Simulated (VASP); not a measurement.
## TaSi2: relaxation of cell and atoms with PBE

TaSi2:

```xyz
9
Lattice="4.7800 0.0000 0.0000 -2.3900 4.1396 0.0000 0.0000 0.0000 6.5640" Properties=species:S:1:pos:R:3 pbc="T T T"
Ta    2.3900    0.0000    3.2820
Ta    1.1950    2.0698    5.4700
Ta   -1.1950    2.0698    1.0940
Si    0.0000    1.3797    3.2820
Si    3.5851    0.6899    5.4700
Si    1.1951    3.4497    1.0940
Si    2.3900    2.7599    3.2820
Si   -1.1951    3.4497    5.4700
Si    1.1949    0.6899    1.0940
```

```yaml
Program: VASP 6.6.1
Task: relaxation of cell and atoms
Functional: PBE
Potentials_or_basis: VASP PAW PBE potentials, release 64 (Ta, Si)
Cutoff: 300 eV
k_mesh: 5 × 5 × 3
Occupations: methfessel-paxton, width 0.1 eV
Spin: no spin polarisation
Further_INCAR_settings: ALGO = Normal; EDIFF = 1e-06; IBRION = 2; EDIFFG = -0.01; NSW = 90; ISIF = 3
```

The relaxed volume is 14.64 Å³/atom, the relaxed cell is a = 4.814 Å, b = 4.814 Å, c = 6.567 Å, α = 90.00°, β = 90.00°, γ = 120.00° and the space group after relaxing (to 0.05 Å) is P6_222 (No. 180). The energy gained by relaxing is 21.0 meV/atom and the ionic steps are 9. The pressure after relaxing is 0.0 GPa, the largest force after relaxing is 0.007 eV/Å and the band gap on the k mesh is none (metal or under the smearing width).

Forces on the atoms (eV/Å):
```
Ta   0.000  0.000  0.000
Ta   0.000  0.000  0.000
Ta   0.000  0.000  0.000
Si   0.000  0.007  0.000
Si  -0.006  0.004  0.000
Si  -0.006 -0.004  0.000
Si   0.000 -0.007  0.000
Si   0.006 -0.004  0.000
Si   0.006  0.004  0.000
```

The path:
| step | energy change (eV) | largest force (eV/Å) | pressure (GPa) | volume (Å³) |
| --- | --- | --- | --- | --- |
| 1 | 0.0000 | 0.8131 | 3.29 | 129.88 |
| 2 | -0.0791 | 0.2569 | -5.33 | 135.53 |
| 3 | -0.1049 | 0.4364 | -2.67 | 133.61 |
| 4 | -0.1763 | 0.0358 | 0.12 | 131.52 |
| 5 | -0.1766 | 0.0061 | 0.32 | 131.39 |
| 6 | -0.1884 | 0.0134 | 0.37 | 131.56 |
| 7 | -0.1886 | 0.0091 | 0.36 | 131.55 |
| 8 | -0.1883 | 0.0042 | -0.49 | 132.13 |
| 9 | -0.1888 | 0.0072 | 0.01 | 131.79 |

Final structure:
```
CELL_PARAMETERS angstrom
4.81376 0.00000 0.00000
-2.40688 4.16884 0.00000
0.00000 0.00000 6.56716
ATOMIC_POSITIONS crystal
Ta 0.50000 0.00000 0.50000
Ta 0.50000 0.50000 0.83333
Ta 0.00000 0.50000 0.16667
Si 0.15827 0.31653 0.50000
Si 0.84173 0.15827 0.83333
Si 0.68347 0.84173 0.16667
Si 0.84173 0.68347 0.50000
Si 0.15827 0.84173 0.83333
Si 0.31653 0.15827 0.16667
```

Levels at points of the mesh, in eV from the Fermi level:
```csv
k point,band 16,band 17,band 18,band 19,band 20,band 21,band 22,band 23,band 24
"(0.00, 0.00, 0.00)",-2.44,-2.44,-2.18,-2.18,-1.50,0.75,2.89,2.89,3.38
```

Wall time 51 s on 4 MPI ranks on Intel(R) Xeon(R) Platinum 8259CL CPU @ 2.50GHz (Skylake/Cascade Lake), on a shared host, peak memory 0.19 GiB a rank.

Caveat: the cutoff is under 1.25 times the usual one of these potentials, so pressure, stress and relaxed cells hold a basis-set (Pulay) error. Zero-point motion and thermal expansion aren't in these numbers.
